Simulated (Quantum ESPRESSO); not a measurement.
A run of Quantum ESPRESSO 7.5:

pw.in

```
&CONTROL
  calculation = 'vc-relax'
  prefix = 'pwscf'
  outdir = './tmp'
  pseudo_dir = './pseudo'
  tprnfor = .true.
  tstress = .true.
  disk_io = 'low'
  nstep = 40
  forc_conv_thr = 0.0004
  etot_conv_thr = 1d-05
/
&SYSTEM
  ibrav = 0
  nat = 2
  ntyp = 1
  ecutwfc = 58
  nbnd = 19
  occupations = 'smearing'
  smearing = 'fd'
  degauss = 0.00367493
/
&ELECTRONS
  conv_thr = 4d-10
  electron_maxstep = 120
  mixing_beta = 0.5
/
&IONS
  ion_dynamics = 'bfgs'
/
&CELL
  cell_dynamics = 'bfgs'
  press = 0
  press_conv_thr = 0.3
/
ATOMIC_SPECIES
Hf   178.4900 Hf.upf
CELL_PARAMETERS bohr
   6.0408875026    0.0000000000    0.0000000000
  -3.0204437513    5.2315620387    0.0000000000
   0.0000000000    0.0000000000    9.5578567931
ATOMIC_POSITIONS bohr
Hf     3.0204437516    1.7438540127    7.1683925948
Hf    -0.0000000003    3.4877080260    2.3894641983
K_POINTS automatic
10 10 5 0 0 0
```

Potentials or basis: PseudoDojo 0.4.1 SR PBEsol standard.

Run with:

```bash
$ OMP_NUM_THREADS=1 pw.x -in pw.in > pw.out
```

Hardware: 1 thread of Arm Neoverse V2 (shared host).

Task: How long does it take, and how much memory?

Result: It took 85 s on 1 thread of Arm Neoverse V2, with other jobs on the host, peak memory 0.09 GiB. Counts: scf iterations 33, k pools 1, bands 19, ion steps 4, k points 42, g dense 18101.
